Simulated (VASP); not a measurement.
# CdS (Hawleyite) (F-43m) in VASP: a series of runs

The runs below take CdS (Hawleyite) through single point, relaxation of cell and atoms, with PBEsol.

Program: VASP 6.6.1. These are calculated values, not measurements. Logs are shortened: lines on timing, memory, paths and dates and some standing lists are left out, and cuts for length are marked.

### 1 The structure

Symmetry: F-43m, No. 216, cubic system. Conventional cell: a = 5.825 Å, b = 5.825 Å, c = 5.825 Å, α = 90.00°, β = 90.00°, γ = 90.00°. Around Cd (site symmetry -43m) lie 4 S at 2.52 Å. Around S (site symmetry -43m) lie 4 Cd at 2.52 Å.

### 2 Single point, PBEsol

Input file INCAR:

```
PREC = Accurate
ENCUT = 520
EDIFF = 1E-6
ISMEAR = 0
SIGMA = 0.02
LREAL = False
LASPH = True
NELM = 80
ALGO = Normal
ISIF = 2
LWAVE = False
LCHARG = False
GGA = PS
NBANDS = 16
```

Input file KPOINTS:

```
Automatic mesh
0
Gamma
  8 8 8
```

Input file POSCAR:

```
CdS
1.0
    0.0000000000      2.9122812232      2.9122812232
    2.9122812232      0.0000000000      2.9122812232
    2.9122812232      2.9122812232      0.0000000000
Cd S
1 1
Direct
    0.0000000000      0.0000000000      0.0000000000
    0.2500000000      0.2500000000      0.2500000000
```

Potentials or basis: VASP PAW PBE potentials, release 64 (Cd, S).

Command:

```
$ cat potpaw_PBE.64/Cd/POTCAR potpaw_PBE.64/S/POTCAR > POTCAR
$ mpirun -np 1 vasp_std > vasp.out
```

OUTCAR:

```text
PREC = Accurate
   ENCUT = 520
   EDIFF = 1E-6
   ISMEAR = 0
   LREAL = False
   LASPH = True
   NELM = 80
   ISIF = 2
   GGA = PS

 ion  position               nearest neighbor table
   1  0.000  0.000  0.000-   2 2.52   2 2.52   2 2.52   2 2.52
   2  0.250  0.250  0.250-   1 2.52   1 2.52   1 2.52   1 2.52

  LATTYP: Found a face centered cubic cell.
 ALAT       =     5.8245624464

  Lattice vectors:

 A1 = (   0.0000000000,   2.9122812232,   2.9122812232)
 A2 = (   2.9122812232,   0.0000000000,   2.9122812232)
 A3 = (   2.9122812232,   2.9122812232,   0.0000000000)

Analysis of symmetry for initial positions (statically):
=====================================================================
 Subroutine PRICEL returns:
 Original cell was already a primitive cell.

 Routine SETGRP: Setting up the symmetry group for a
 face centered cubic supercell.

 Subroutine GETGRP returns: Found 24 space group operations
 (whereof 24 operations were pure point group operations)
 out of a pool of 48 trial point group operations.

The static configuration has the point symmetry T_d .

Analysis of symmetry for dynamics (positions and initial velocities):
=====================================================================
 Subroutine PRICEL returns:
 Original cell was already a primitive cell.

 Routine SETGRP: Setting up the symmetry group for a
 face centered cubic supercell.

 Subroutine GETGRP returns: Found 24 space group operations
 (whereof 24 operations were pure point group operations)
 out of a pool of 48 trial point group operations.

The dynamic configuration has the point symmetry T_d .

 Subroutine INISYM returns: Found 24 space group operations
 (whereof 24 operations are pure point group operations),
 and found     1 'primitive' translations

----------------------------------------------------------------------------------------

                                     Primitive cell

  volume of cell :      49.4003

  direct lattice vectors                    reciprocal lattice vectors
     0.000000000  2.912281223  2.912281223    -0.171686716  0.171686716  0.171686716
     2.912281223  0.000000000  2.912281223     0.171686716 -0.171686716  0.171686716
     2.912281223  2.912281223  0.000000000     0.171686716  0.171686716 -0.171686716

  length of vectors
     4.118587603  4.118587603  4.118587603     0.297370116  0.297370116  0.297370116

  position of ions in fractional coordinates (direct lattice)
     0.000000000  0.000000000  0.000000000
     0.250000000  0.250000000  0.250000000

  ion indices of the primitive-cell ions
   primitive index   ion index
                 1           1
                 2           2

----------------------------------------------------------------------------------------

 KPOINTS: Automatic mesh

Automatic generation of k-mesh.
 Grid dimensions read from file:
 generate k-points for:    8    8    8

 Generating k-lattice:

  Cartesian coordinates                     Fractional coordinates (reciprocal lattice)
    -0.021460840  0.021460840  0.021460840     0.125000000  0.000000000  0.000000000
     0.021460840 -0.021460840  0.021460840     0.000000000  0.125000000  0.000000000
     0.021460840  0.021460840 -0.021460840     0.000000000  0.000000000  0.125000000

  Length of vectors
     0.037171264  0.037171264  0.037171264

  Shift w.r.t. Gamma in fractional coordinates (k-lattice)
     0.000000000  0.000000000  0.000000000

 Subroutine IBZKPT returns following result:
 ===========================================

 Found     29 irreducible k-points:

 Following reciprocal coordinates:
            Coordinates               Weight
  0.000000  0.000000  0.000000      1.000000
  0.125000  0.000000  0.000000      8.000000
  0.250000  0.000000  0.000000      8.000000
  0.375000  0.000000  0.000000      8.000000
  0.500000  0.000000  0.000000      4.000000
  0.125000  0.125000  0.000000      6.000000
[... 16 lines left out ...]
  0.500000  0.250000  0.125000     48.000000
 -0.375000  0.250000  0.125000     24.000000
 [... further k-points ...]
   k-points           NKPTS =     29   k-points in BZ     NKDIM =     29   number of bands    NBANDS=     16
   number of dos      NEDOS =    301   number of ions     NIONS =      2
   total plane-waves  NPLWV =  32768
   dimension x,y,z NGX =    32 NGY =   32 NGZ =   32
   dimension x,y,z NGXF=    64 NGYF=   64 NGZF=   64
   ions per type =               1   1
   NGX,Y,Z   is equivalent  to a cutoff of  12.92, 12.92, 12.92 a.u.
   NGXF,Y,Z  is equivalent  to a cutoff of  25.83, 25.83, 25.83 a.u.
 SYSTEM =  unknown system
   PREC   = accura    normal or accurate (medium, high low for compatibility)
   ISTART =      0    job   : 0-new  1-cont  2-samecut
   ICHARG =      2    charge: 1-file 2-atom 10-const
   ISPIN  =      1    spin polarized calculation?
   LNONCOLLINEAR =      F non collinear calculations
   LSORBIT =      F    spin-orbit coupling
   LASPH  =      T    aspherical Exc in radial PAW
   ENCUT  =  520.0 eV  38.22 Ry    6.18 a.u.   7.66  7.66  7.66*2*pi/ulx,y,z
   NELM   =     80;   NELMIN=  2; NELMDL= -5     # of ELM steps
   EDIFF  = 0.1E-05   stopping-criterion for ELM
   LREAL  =      F    real-space projection
   EDIFFG = 0.1E-04   stopping-criterion for IOM
   NSW    =      0    number of steps for IOM
   IBRION =     -1    ionic relax: 0-MD 1-quasi-New 2-CG
   NFREE  =      0    steps in history (QN), initial steepest desc. (CG)
   ISIF   =      2    stress and relaxation
   ISYM   =      2    0-nonsym 1-usesym 2-fastsym
   POTIM  = 0.5000    time-step for ionic-motion
   TEBEG  =    0.0;   TEEND  =   0.0 temperature during run
   PSTRESS=    0.0 pullay stress
   NELECT =      18.0000    total number of electrons
   NUPDOWN=      -1.0000    fix difference up-down
   EMIN   =  10.00;   EMAX   =-10.00  energy-range for DOS
   EFERMI =   0.00;   METHOD = LEGACY
   ISMEAR =     0;   SIGMA  =   0.02  broadening in eV -4-tet -1-fermi 0-gaus
   EFERMI_NEDOS =   21; number of points for ismear=-14 and -15
   IALGO  =     38    algorithm
   IMIX   =      4    mixing-type and parameters
     AMIX     =   0.40;   BMIX     =  1.00
     AMIX_MAG =   1.60;   BMIX_MAG =  1.00
  volume/ion in A,a.u.               =      24.70       166.68
  Fermi-wavevector in a.u.,A,eV,Ry     =   1.169290  2.209638 18.602428  1.367240
  Thomas-Fermi vector in A             =   2.305765
   LORBIT       =      0    0 simple, 1 ext, 2 COOP (PROOUT), +10 PAW based schemes
   GGA     = PS    functional components
   LHFCALC =     F    Hartree Fock is set to
   AEXX    =    0.0000 exact exchange contribution
   IVDW    =     0    specifies the selected vdW correction
   LEPSILON=     F    determine dielectric tensor
   LRPA    =     F    only Hartree local field effects (RPA)
 non-spin polarized calculation
 Gauss-broadening in eV      SIGMA  =   0.02
  energy-cutoff  :      520.00
  volume of cell :       49.40
 maximum number of plane-waves:      1363
   NGX = 15   NGY = 15   NGZ = 15

 number of electron      18.0000004 magnetization

 Free energy of the ion-electron system (eV)
  ---------------------------------------------------
  ext. energy  EPLUGINS =         0.00000000
  ---------------------------------------------------
  free energy    TOTEN  =        -6.81313808 eV

  energy without entropy =       -6.81313808  energy(sigma->0) =       -6.81313808

 E-fermi :   1.4085     XC(G=0):  -9.3986

 val. band max:        1.2495430747   @ k =   0.0000   0.0000   0.0000
 cond. band min:       2.2666469309   @ k =   0.0000   0.0000   0.0000
 fundamental gap:      1.0171038563
 Fermi energy:         1.4085125993

 k-point     1 :       0.0000    0.0000    0.0000
  band No.  band energies     occupation
      1     -11.1622      2.00000
      2      -6.4961      2.00000
      3      -6.4961      2.00000
      4      -6.4961      2.00000
      5      -6.0018      2.00000
      6      -6.0018      2.00000
[... 8 lines left out ...]
     15      12.7021      0.00000
     16      12.7021      0.00000

 k-point     2 :       0.1250    0.0000    0.0000
  band No.  band energies     occupation
      1     -11.0977      2.00000
      2      -6.4730      2.00000
      3      -6.4730      2.00000
      4      -6.4435      2.00000
      5      -6.0030      2.00000
      6      -6.0030      2.00000
[... 8 lines left out ...]
     15      12.0637      0.00000
     16      13.0583      0.00000

 k-point     3 :       0.2500    0.0000    0.0000
  band No.  band energies     occupation
      1     -10.9410      2.00000
      2      -6.4230      2.00000
      3      -6.4230      2.00000
      4      -6.2515      2.00000
      5      -5.9978      2.00000
      6      -5.9978      2.00000
[... 8 lines left out ...]
     15      11.8171      0.00000
     16      12.3738      0.00000

 k-point     4 :       0.3750    0.0000    0.0000
  band No.  band energies     occupation
      1     -10.7840      2.00000
      2      -6.3846      2.00000
      3      -6.3846      2.00000
      4      -5.9772      2.00000
      5      -5.9772      2.00000
      6      -5.8885      2.00000
[... 8 lines left out ...]
     15      12.6881      0.00000
     16      12.6881      0.00000

 k-point     5 :       0.5000    0.0000    0.0000
  band No.  band energies     occupation
      1     -10.7194      2.00000
      2      -6.3728      2.00000
      3      -6.3728      2.00000
      4      -5.9633      2.00000
      5      -5.9633      2.00000
      6      -5.6171      2.00000
[... 8 lines left out ...]
     15      13.7647      0.00000
     16      13.7647      0.00000

 k-point     6 :       0.1250    0.1250    0.0000
  band No.  band energies     occupation
      1     -11.0764      2.00000
      2      -6.4548      2.00000
      3      -6.4510      2.00000
      4      -6.4510      2.00000
      5      -6.0188      2.00000
      6      -5.9887      2.00000
[... 8 lines left out ...]
     15      12.8040      0.00000
     16      13.7267      0.00000

 k-point     7 :       0.2500    0.1250    0.0000
  band No.  band energies     occupation
      1     -10.9508      2.00000
      2      -6.4209      2.00000
      3      -6.3973      2.00000
      4      -6.3153      2.00000
      5      -6.0222      2.00000
      6      -5.9761      2.00000
[... 8 lines left out ...]
     15      12.6615      0.00000
     16      13.7977      0.00000

 k-point     8 :       0.3750    0.1250    0.0000
  band No.  band energies     occupation
      1     -10.7946      2.00000
      2      -6.3810      2.00000
      3      -6.3523      2.00000
      4      -6.0873      2.00000
      5      -5.9610      2.00000
      6      -5.9213      2.00000
[... 8 lines left out ...]
     15      13.1915      0.00000
     16      13.2604      0.00000

 k-point     9 :       0.5000    0.1250    0.0000
  band No.  band energies     occupation
      1     -10.7002      2.00000
      2      -6.3611      2.00000
      3      -6.3379      2.00000
      4      -6.0071      2.00000
      5      -5.9598      2.00000
      6      -5.6074      2.00000
[... 8 lines left out ...]
     15      13.5376      0.00000
     16      13.7986      0.00000
[... 172 lines left out ...]
 k-point    19 :       0.5000    0.3750    0.0000
  band No.  band energies     occupation
      1     -10.6036      2.00000
      2      -6.2798      2.00000
      3      -6.1692      2.00000
      4      -6.1493      2.00000
      5      -5.9262      2.00000
      6      -5.5635      2.00000
[... 8 lines left out ...]
     15      13.9257      0.00000
     16      14.8790      0.00000

 k-point    20 :      -0.3750    0.3750    0.0000
  band No.  band energies     occupation
      1     -10.5957      2.00000
      2      -6.2965      2.00000
      3      -6.1955      2.00000
      4      -6.0966      2.00000
      5      -5.9562      2.00000
      6      -5.4139      2.00000
[... 8 lines left out ...]
     15      13.2163      0.00000
     16      15.4530      0.00000

 k-point    21 :       0.5000    0.5000    0.0000
  band No.  band energies     occupation
      1     -10.5828      2.00000
      2      -6.2837      2.00000
      3      -6.1374      2.00000
      4      -6.1374      2.00000
      5      -5.9119      2.00000
      6      -5.5537      2.00000
[... 8 lines left out ...]
     15      13.6012      0.00000
     16      14.7129      0.00000

 k-point    22 :       0.3750    0.2500    0.1250
  band No.  band energies     occupation
      1     -10.8259      2.00000
      2      -6.3706      2.00000
      3      -6.3432      2.00000
      4      -6.1820      2.00000
      5      -5.9969      2.00000
      6      -5.9415      2.00000
[... 8 lines left out ...]
     15      13.2137      0.00000
     16      14.9904      0.00000

 k-point    23 :       0.5000    0.2500    0.1250
  band No.  band energies     occupation
      1     -10.7025      2.00000
      2      -6.3339      2.00000
      3      -6.3067      2.00000
      4      -6.0732      2.00000
      5      -5.9679      2.00000
      6      -5.7117      2.00000
[... 8 lines left out ...]
     15      13.9884      0.00000
     16      14.3020      0.00000

 k-point    24 :      -0.3750    0.2500    0.1250
  band No.  band energies     occupation
      1     -10.6521      2.00000
      2      -6.3293      2.00000
      3      -6.2891      2.00000
      4      -6.0303      2.00000
      5      -5.9749      2.00000
      6      -5.4996      2.00000
[... 8 lines left out ...]
     15      13.4473      0.00000
     16      14.3832      0.00000

 [... further k-points ...]
[... 5 lines left out ...]
  --------------------------------------------------------------------------------------
  -------------------------------------------------------------------------------------
  Total        0.1184162      0.1184162      0.1184162      0.0000000     -0.0000000     -0.0000000
  in kB        3.8405341      3.8405341      3.8405341      0.0000000     -0.0000000     -0.0000000
  external PRESSURE =       3.8405341 kB  Pullay stress =       0.0000000 kB

 VOLUME and BASIS-vectors are now :
 -----------------------------------------------------------------------------
  energy-cutoff  :      520.00
  volume of cell :       49.40
      direct lattice vectors                 reciprocal lattice vectors
     0.000000000  2.912281223  2.912281223    -0.171686716  0.171686716  0.171686716
     2.912281223  0.000000000  2.912281223     0.171686716 -0.171686716  0.171686716
     2.912281223  2.912281223  0.000000000     0.171686716  0.171686716 -0.171686716

 POSITION                                       TOTAL-FORCE (eV/Angst)
 -----------------------------------------------------------------------------------
      0.00000      0.00000      0.00000        -0.000000     -0.000000     -0.000000
      1.45614      1.45614      1.45614         0.000000      0.000000      0.000000
 -----------------------------------------------------------------------------------
    total drift:                               -0.000000     -0.000000     -0.000000

  FREE ENERGIE OF THE ION-ELECTRON SYSTEM (eV)
  ---------------------------------------------------
  free  energy   TOTEN  =        -6.8131380816 eV

  energy  without entropy=       -6.8131380816  energy(sigma->0) =       -6.81313808
```

Run time: 27 s. Hardware: 1 thread of Intel Xeon Platinum 8375C at 2.90GHz (Ice Lake), shared host; peak memory 0.17 GiB.

Results:

```
Free energy            : -6.8131 eV
Pressure               : 0.4 GPa
Band gap on the k mesh : 1.02 eV, direct
```

Caveat: the PAW data sets were made with another functional, which shifts forces and pressure a little.

(Continued in part 2 of 3.)
